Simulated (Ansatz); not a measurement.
**KCl: band gap under strain**

Aim: follow the gap of KCl in the rocksalt structure through these states: no strain; -3.0 % biaxial strain in x and y, free along z; +0.5 % shear in the xy plane. The table at the end shows which levels were run.

The runs shown are made with Ansatz 0.2.0. PAW datasets, plane waves. The values are computed, spin-unpolarised, and not measurements.

## Step 1: The cell

The unstrained cell was relaxed with r2SCAN; in each strained cell the atoms were relaxed again with r2SCAN. Names of k-points are those of the unstrained zone, where strain can split equivalent points. First state: no strain.

It is cubic, Fm-3m (No. 225); a = 6.290 Å in the conventional setting, 31.10 Å³ an atom. Around K lie 6 Cl at 3.14 Å; around Cl lie 6 K at 3.14 Å.

The structure in full:

```
CELL_PARAMETERS angstrom
0.00000 3.14485 3.14485
3.14485 0.00000 3.14485
3.14485 3.14485 0.00000
ATOMIC_POSITIONS crystal
K 0.00000 0.00000 0.00000
Cl 0.50000 0.50000 0.50000
```

## Step 2: No strain: PBE

Input file input.yaml:

```yaml
crystal:
  lattice:
    - [0.0, 3.1448483095, 3.1448483095]
    - [3.1448483095, 0.0, 3.1448483095]
    - [3.1448483095, 3.1448483095, 0.0]
  atoms:
    - { symbol: K, position: [0.0, 0.0, 0.0] }
    - { symbol: Cl, position: [0.5, 0.5, 0.5] }
kpoints:
  mp_grid: { grid: [8, 8, 8] }
  band_path:
    path:
      - [0.0, 0.0, 0.0]
      - [0.5, 0.0, 0.5]
      - [0.625, 0.25, 0.625]
      - [0.375, 0.375, 0.75]
      - [0.5, 0.5, 0.5]
      - [0.5, 0.25, 0.75]
    npoints: 1
hamiltonian:
  xc: pbe
scf:
  occupations: { method: fermi_dirac, width: 0.02 }
  n_extra_bands: 4
output:
  forces: true
  stress: true
  eigenvalues: true
```

Further steps of the session: No strain: r2SCAN; No strain: HSE06; No strain: G0W0@PBE; -3.0 % biaxial strain in x and y, free along z: PBE; -3.0 % biaxial strain in x and y, free along z: r2SCAN; -3.0 % biaxial strain in x and y, free along z: HSE06; -3.0 % biaxial strain in x and y, free along z: G0W0@PBE; +0.5 % shear in the xy plane: PBE; +0.5 % shear in the xy plane: r2SCAN; +0.5 % shear in the xy plane: HSE06; +0.5 % shear in the xy plane: G0W0@PBE.

Before running it: what results should come out?

As calculated:

Least gap in eV (negative: overlap), with the change from the unstrained cell in brackets. G0W0 is on its own coarse mesh.

| state | volume change (%) | PBE | r2SCAN | HSE06 | G0W0 |
| --- | --- | --- | --- | --- | --- |
| no strain | +0.0 | 5.19 | 5.83 | 6.51 | 7.95 |
| -3.0 % biaxial strain in x and y, free along z | -5.1 | 5.36 (+0.17) | 6.00 (+0.17) | 6.69 (+0.18) | 8.09 (+0.14) |
| +0.5 % shear in the xy plane | -0.0 | 5.19 (+0.00) | 5.83 (+0.00) | 6.50 (-0.01) | 7.94 (-0.01) |

In words: The largest move of the HSE06 gap in the table is +0.181 eV, under -3.0 % biaxial strain in x and y, free along z. PBE and HSE06 differ by 1.31 eV on the unstrained gap, and by at most 0.01 eV on its change: the two disagree on the size of the gap but agree on its response to strain. No extrapolation in bands, cutoff or mesh was made for G0W0.
